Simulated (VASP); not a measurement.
Here is a VASP 6.6.1 calculation.

Contents of INCAR:

```
ALGO     = Normal         # electronic algorithm
EDIFF    = 1E-6           # SCF threshold, eV
EDIFFG   = -0.01          # ionic threshold
ENCUT    = 600            # plane-wave cutoff, eV
GGA      = PE             # functional
IBRION   = 2              # ionic algorithm
ISIF     = 3              # what is computed and relaxed
ISMEAR   = 1              # smearing method
LASPH    = True           # aspherical terms in the spheres
LCHARG   = False          # write CHGCAR
LREAL    = False          # projectors in reciprocal space
LWAVE    = False          # write WAVECAR
NELM     = 80             # most SCF steps
NSW      = 90             # ionic steps
PREC     = Accurate       # precision mode
SIGMA    = 0.1            # smearing width, eV
```

KPOINTS

```
k-points
0
Gamma
  16 16 16
```

POSCAR

```
Ga
1.0
   -1.6518001400      1.6518001400      1.6518001400
    1.6518001400     -1.6518001400      1.6518001400
    1.6518001400      1.6518001400     -1.6518001400
Ga
1
Direct
    0.0000000000      0.0000000000      0.0000000000
```

Potentials or basis: VASP PAW PBE potentials, release 64 (Ga_d).

Run with:

```sh
$ cat potpaw_PBE.64/Ga_d/POTCAR > POTCAR
$ mpirun -np 1 vasp_std > vasp.out
```

Problem. Predict the space group after relaxing (to 0.05 Å).

Solution. Im-3m (No. 229).

Problem. Predict the band gap on the k mesh.

Solution. None (metal or under the smearing width).

Problem. Estimate the relaxed volume.

Solution. 19.24 Å³/atom.

Problem. What does it give for the relaxed cell?

Solution. a = 2.924 Å, b = 2.924 Å, c = 2.924 Å, α = 109.47°, β = 109.47°, γ = 109.47°.

The path:
| step | energy change (eV) | largest force (eV/Å) | pressure (GPa) | volume (Å³) |
| --- | --- | --- | --- | --- |
| 1 | 0.0000 | 0.0000 | 3.61 | 18.03 |
| 2 | -0.0130 | 0.0000 | 0.41 | 19.11 |
| 3 | -0.0131 | 0.0000 | -0.28 | 19.28 |
| 4 | -0.0131 | 0.0000 | 0.20 | 19.21 |
| 5 | -0.0131 | 0.0000 | 0.01 | 19.24 |
